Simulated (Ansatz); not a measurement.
## Sn: frozen-core PAW against all-electron methods

```
CELL_PARAMETERS angstrom
-2.00176 2.00176 1.63831
2.00176 -2.00176 1.63831
2.00176 2.00176 -1.63831
ATOMIC_POSITIONS crystal
Sn 0.00000 0.00000 0.00000
```

The cell is the one relaxed in the Materials Project (mp-55), not relaxed further here; entries there can be hypothetical. The listed cell was then made from it by scaling, straining or moving an atom.

No spin–orbit coupling, which matters for the heavy atoms here.

Levels of theory: DFT, LDA, PAW with Ansatz's default frozen-core files, scalar-relativistic (Ansatz 0.2.0); DFT, LDA, all-electron LAPW, scalar-relativistic (Ansatz 0.2.0).

For PAW: a Γ-centred 16×16×16 k mesh, Fermi–Dirac smearing of 0.05 eV, cutoff 420 eV, no spin polarisation; the PAW files were made with PBE, and the program remakes their frozen cores for this functional. LAPW targets a basis error of 1 meV/atom. The Ansatz runs share mesh, smearing and spin set-up. Plane-wave (PAW) pressures include the program's estimate of the Pulay term.

Stress and pressure are positive in compression.

The cell's volume is scaled by 0.96.

| quantity | PAW | LAPW |
| --- | --- | --- |
| pressure (GPa) | -1.15 | -1.14 |
| stress xx (GPa) | -1.37 | -1.36 |
| stress zz (GPa) | -0.71 | -0.70 |

PAW's pressure differs from the LAPW value by about 0.01 GPa or less.
